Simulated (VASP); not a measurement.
A run of VASP 6.6.1 is set up as follows.

Contents of POSCAR:

```
CaS                                     
1.0
    0.0000000000      2.8312509493      2.8312509493
    2.8312509493      0.0000000000      2.8312509493
    2.8312509493      2.8312509493      0.0000000000
  Ca              S             
     1     1
Direct
     0.0000000000000000    0.0000000000000000    0.0000000000000000
     0.5000000000000000    0.5000000000000000    0.5000000000000000
```

INCAR.step1

```
  ALGO = Normal
  EDIFF = 1E-5
  ENCUT = 520
  GGA = PE
  ISIF = 2
  ISMEAR = 0
  KPAR = 4
  LASPH = True
  LCHARG = False
  LREAL = False
  LWAVE = True
  NBANDS = 15
  NELM = 80
  PREC = Accurate
  SIGMA = 0.02
```

The input INCAR.step2:

```
  ALGO = Normal
  EDIFF = 1E-7
  ENCUT = 520
  GGA = PE
  HFSCREEN = 0.2
  ISIF = 2
  ISMEAR = 0
  ISTART = 1
  KPAR = 4
  LASPH = True
  LCHARG = False
  LHFCALC = True
  LREAL = False
  LWAVE = False
  NBANDS = 15
  NELM = 80
  PREC = Accurate
  PRECFOCK = Fast
  SIGMA = 0.02
```

File KPOINTS:

```
k-points
0
Gamma
  6 6 6
```

KPOINTS_OPT

```
path GXWKGLUWLK,UX
10
line-mode
reciprocal
 0.0000000000  0.0000000000  0.0000000000  G
 0.5000000000  0.0000000000  0.5000000000  X

 0.5000000000  0.0000000000  0.5000000000  X
 0.5000000000  0.2500000000  0.7500000000  W

 0.5000000000  0.2500000000  0.7500000000  W
 0.3750000000  0.3750000000  0.7500000000  K

 0.3750000000  0.3750000000  0.7500000000  K
 0.0000000000  0.0000000000  0.0000000000  G

 0.0000000000  0.0000000000  0.0000000000  G
 0.5000000000  0.5000000000  0.5000000000  L

 0.5000000000  0.5000000000  0.5000000000  L
 0.6250000000  0.2500000000  0.6250000000  U

 0.6250000000  0.2500000000  0.6250000000  U
 0.5000000000  0.2500000000  0.7500000000  W

 0.5000000000  0.2500000000  0.7500000000  W
 0.5000000000  0.5000000000  0.5000000000  L

 0.5000000000  0.5000000000  0.5000000000  L
 0.3750000000  0.3750000000  0.7500000000  K

 0.6250000000  0.2500000000  0.6250000000  U
 0.5000000000  0.0000000000  0.5000000000  X
```

Potentials or basis: VASP PAW PBE potentials, release 64 (Ca_sv, S).

The run is started by

```bash
$ cat potpaw_PBE.64/Ca_sv/POTCAR potpaw_PBE.64/S/POTCAR > POTCAR
$ cp INCAR.step1 INCAR
$ mpirun -np 4 vasp_std > vasp.out
$ cp INCAR.step2 INCAR
$ mpirun -np 4 vasp_std > vasp.out
```

Problem. Estimate the band gap on the k mesh.

Solution. 3.38 eV, indirect (least direct gap 4.30 eV).

Problem. What does it give for the band gap along the path?

Solution. 3.38 eV, indirect (least direct gap 4.30 eV).

Problem. Estimate the pressure.

Solution. 1.4 GPa.

Levels at the corners of the path, in eV from the valence-band top:
```tsv
point	band 5	band 6	band 7	band 8	band 9	band 10	band 11	band 12
Γ	-12.58	0.00	0.00	0.00	5.31	5.50	5.50	5.50
X	-11.85	-2.59	-0.92	-0.92	3.38	7.20	7.23	8.62
X	-11.85	-2.59	-0.92	-0.92	3.38	7.20	7.23	8.62
W	-11.71	-2.00	-2.00	-1.72	6.19	6.19	7.44	8.20
W	-11.71	-2.00	-2.00	-1.72	6.19	6.19	7.44	8.20
K	-11.72	-2.30	-2.08	-1.14	4.85	7.99	8.00	8.25
K	-11.72	-2.30	-2.08	-1.14	4.85	7.99	8.00	8.25
Γ	-12.58	0.00	0.00	0.00	5.31	5.50	5.50	5.50
Γ	-12.58	0.00	0.00	0.00	5.31	5.50	5.50	5.50
L	-11.62	-3.46	-1.26	-1.26	6.24	7.75	7.99	7.99
L	-11.62	-3.46	-1.26	-1.26	6.24	7.75	7.99	7.99
U	-11.72	-2.30	-2.08	-1.14	4.85	7.99	8.00	8.25
U	-11.72	-2.30	-2.08	-1.14	4.85	7.99	8.00	8.25
W	-11.71	-2.00	-2.00	-1.72	6.19	6.19	7.44	8.20
W	-11.71	-2.00	-2.00	-1.72	6.19	6.19	7.44	8.20
L	-11.62	-3.46	-1.26	-1.26	6.24	7.75	7.99	7.99
L	-11.62	-3.46	-1.26	-1.26	6.24	7.75	7.99	7.99
K	-11.72	-2.30	-2.08	-1.14	4.85	7.99	8.00	8.25
U	-11.72	-2.30	-2.08	-1.14	4.85	7.99	8.00	8.25
X	-11.85	-2.59	-0.92	-0.92	3.38	7.20	7.23	8.62
```

Caveat: the PAW data sets were made with another functional, which shifts forces and pressure a little.
